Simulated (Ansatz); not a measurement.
# Ni: stress in a strained cell

Aim: deform Ni (equal xx and yy strain of -1 %) and compute stress, forces and field gradients with LAPW, PAW and all-electron datasets made for the crystal.

Program: Ansatz 0.2.0. Level of theory: DFT PBE, scalar-relativistic. These are calculated values, not measurements.

### 1 Starting point

The structure is cubic, space group Fm-3m (No. 225). Conventional cell: a = 3.536 Å, b = 3.536 Å, c = 3.536 Å, α = 90.00°, β = 90.00°, γ = 90.00°. Around Ni (site symmetry m-3m) lie 12 Ni at 2.50 Å.

Coordinates:

```cif
data_structure
_symmetry_space_group_name_H-M 'Fm-3m'
_symmetry_Int_Tables_number 225
_cell_length_a 3.5359
_cell_length_b 3.5359
_cell_length_c 3.5359
_cell_angle_alpha 90.000
_cell_angle_beta 90.000
_cell_angle_gamma 90.000
_cell_volume 44.21
loop_
_atom_site_label
_atom_site_type_symbol
_atom_site_symmetry_multiplicity
_atom_site_Wyckoff_symbol
_atom_site_fract_x
_atom_site_fract_y
_atom_site_fract_z
_atom_site_occupancy
Ni1 Ni 4 a 0.00000 0.00000 0.00000 1
```

The file gives the conventional cell by its symmetry; the runs use the cell typed in the input.

### 2 After the deformation

Space group Fm-3m before, I4/mmm after.

### 3 Full-potential LAPW

Input file input.yaml:

```yaml
crystal:
  lattice:
    - [0.0, 1.7502705, 1.76795]
    - [1.7502705, 0.0, 1.76795]
    - [1.7502705, 1.7502705, 0.0]
  atoms:
    - { symbol: Ni, position: [0.0, 0.0, 0.0], spin: 1.5 }
magnetization:
  spin_polarized: true
kpoints:
  mp_grid: { grid: [20, 20, 20] }
  band_path:
    path:
      - [0.0, 0.0, 0.0]
      - [0.0, 0.5, 0.5]
      - [0.25, 0.75, 0.5]
      - [0.0, 0.5, 0.0]
      - [0.0, 0.0, 0.0]
      - [0.5, 0.5, 0.0]
      - [0.3725125, 0.6274875, 0.0]
      - [-0.3725125, 0.3725125, 0.0]
      - [0.0, 0.0, 0.0]
    npoints: 5
scf:
  occupations: { method: fermi_dirac, width: 0.05 }
hamiltonian:
  xc: pbe
  pseudopotentials: { kind: all_electron, lapw: { basis_error: 0.00025 } }
output:
  forces: true
  stress: true
  eigenvalues: true
```

Launch:

```bash
> ansatz run input.yaml --threads 1 --pin off --max-ram 3072MiB --backend cpu --events-out ev --progress --plain --runs-dir out
```

### 4 Frozen-core PAW

Input file input.yaml:

```yaml
crystal:
  lattice:
    - [0.0, 1.7502705, 1.76795]
    - [1.7502705, 0.0, 1.76795]
    - [1.7502705, 1.7502705, 0.0]
  atoms:
    - { symbol: Ni, position: [0.0, 0.0, 0.0], spin: 1.5 }
magnetization:
  spin_polarized: true
kpoints:
  mp_grid: { grid: [20, 20, 20] }
scf:
  occupations: { method: fermi_dirac, width: 0.05 }
hamiltonian:
  xc: pbe
  pseudopotentials: { kind: paw }
output:
  forces: true
  stress: true
  eigenvalues: true
  efg: { contact_densities: true }
```

### 5 Datasets made for this crystal

Edit input.yaml of step 4 so:

```diff
@@ -15,3 +15,3 @@
   xc: pbe
-  pseudopotentials: { kind: paw }
+  pseudopotentials: { kind: all_electron, datasets: crystal }
 output:
```

(Steps that only read results are left out.)

**Question.** What will these runs give? Wanted: pressure; largest shear or deviatoric stress.

As calculated:

| quantity | value |
| --- | --- |
| pressure | LAPW 1.10, PAW 1.13, crystal datasets 1.10 GPa |
| largest shear or deviatoric stress (LAPW) | 0.84 GPa |

What this shows: The largest part of the stress beyond the pressure is 0.84 GPa in size, in the zz component. No run of the undeformed cell stands beside it, so the pressure holds what the given cell had before the change. PAW: stress within 0.03 GPa of LAPW. Crystal datasets: stress within 0.01 GPa of LAPW. The magnetic state is the one reached from the start moments in this cell; it needn't be the ground state.
